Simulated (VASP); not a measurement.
The system is TaN.

```xyz
4
Lattice="2.9218 0.0000 0.0000 -1.4609 2.5303 0.0000 0.0000 0.0000 5.9165" Properties=species:S:1:pos:R:3 pbc="T T T"
Ta    0.0000    0.0000    2.9583
Ta    0.0000    0.0000    0.0000
N     0.0000    1.6869    1.4791
N     1.4609    0.8434    4.4374
```

The cell comes from a database or a generator and needn't be the stable form of this composition.

| Item | Value |
| --- | --- |
| Program | VASP 6.6.1 |
| Task | relaxation of cell and atoms |
| Functional | RPBE |
| Dispersion | D3 |
| Potentials or basis | VASP PAW PBE potentials, release 64 (Ta_pv, N) |
| Cutoff | 600 eV |
| k mesh | 7 × 7 × 4 |
| Occupations | fermi-dirac, width 0.05 eV |
| Spin | no spin polarisation |

At the start: pressure -4.4 GPa; volume 10.94 Å³/atom.

Problem. Where does the relaxation end?

Solution. Over 5 steps the energy falls by 3.9 meV/atom and the volume is 10.78 Å³/atom (-1.4 %); space group P6_3/mmc (No. 194, to 0.05 Å).

Step by step:
```csv
step,energy change (eV),largest force (eV/Å),pressure (GPa),volume (Å³)
1,0.0000,0.0000,-4.41,43.74
2,0.0272,0.0000,10.22,41.86
3,-0.0147,0.0000,0.71,43.03
4,-0.0144,0.0000,-0.88,43.20
5,-0.0156,0.0000,-0.05,43.11
```

Final structure:
```yaml
crystal:
  lattice:
    - [2.89662, 0.00000, 0.00000]
    - [-1.44831, 2.50855, 0.00000]
    - [0.00000, 0.00000, 5.93292]
  atoms:
    - { symbol: Ta, position: [0.00000, 0.00000, 0.50000] }
    - { symbol: Ta, position: [0.00000, 0.00000, 0.00000] }
    - { symbol: N, position: [0.33333, 0.66667, 0.25000] }
    - { symbol: N, position: [0.66667, 0.33333, 0.75000] }
```

Caveat: the PAW data sets were made with another functional, which shifts forces and pressure a little; pairwise dispersion overbinds metals, which lowers pressure and volume.
